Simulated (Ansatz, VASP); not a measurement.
## One calculation of TiAl, two programs

INCAR

```
SYSTEM = TiAl
PREC     = Accurate       ! precision mode
ENCUT    = 520            ! plane-wave cutoff, eV
EDIFF    = 1E-6           ! SCF threshold, eV
ISMEAR   = 0              ! smearing method
SIGMA    = 0.1            ! smearing width, eV
LREAL    = .False.        ! projectors in reciprocal space
LASPH    = .True.         ! aspherical terms in the spheres
NELM     = 100            ! most SCF steps
ALGO     = Normal         ! electronic algorithm
ISIF     = 2              ! what is computed and relaxed
LWAVE    = .False.        ! write WAVECAR
LCHARG   = .False.        ! write CHGCAR
NBANDS   = 14             ! bands
```

File KPOINTS:

```
Automatic mesh
0
Gamma
  9 9 4
  0 0 0
```

POSCAR

```
TiAl
1.0
    2.8672622327      0.0000000000      0.0000000000
   -1.4336311163      2.4831219328      0.0000000000
    0.0000000000      0.0000000000      4.6780830000
Ti Al
1 1
Direct
    0.0000000000      0.0000000000      0.0000000000
    0.3333333300      0.6666666700      0.5000000000
```

Input for Ansatz:

```yaml
crystal:
  lattice:
    - [2.8672622327, 0.0, 0.0]
    - [-1.4336311163, 2.4831219328, 0.0]
    - [0.0, 0.0, 4.678083]
  atoms:
    - { symbol: Ti, position: [0.0, 0.0, 0.0] }
    - { symbol: Al, position: [0.33333333, 0.66666667, 0.5] }
basis:
  ecutwfc: 420
kpoints:
  mp_grid: { grid: [9, 9, 4] }
hamiltonian:
  xc: lda
scf:
  occupations: { method: gaussian, width: 0.1 }
output:
  forces: true
  stress: true
  eigenvalues: true
```

The cell comes from a database or a generator and needn't be the stable form of this composition.

Alike in both runs: task single point; functional LDA; k mesh 9 × 9 × 4; occupations gaussian, width 0.1 eV; no spin polarisation.

|  | VASP | Ansatz |
| --- | --- | --- |
| version | VASP 6.6.1 | Ansatz 0.2.0 |
| potentials or method | VASP PAW LDA potentials, release 64 (Ti_sv, Al) | scalar-relativistic, plane waves, PAW |
| plane-wave cutoff (eV) | 520 | 420 |
| valence electrons in the cell | 15 | 15 |

|  | VASP | Ansatz | Ansatz less VASP |
| --- | --- | --- | --- |
| gap on the k mesh at the Fermi level (eV) | none | none | - |
| pressure (GPa) | -6.0 | -6.1 | -0.09 |
| largest component of the traceless stress (GPa) | 0.24 | 0.31 | +0.067 |

A gap of «none» marks a metal or a gap that the smearing closes.
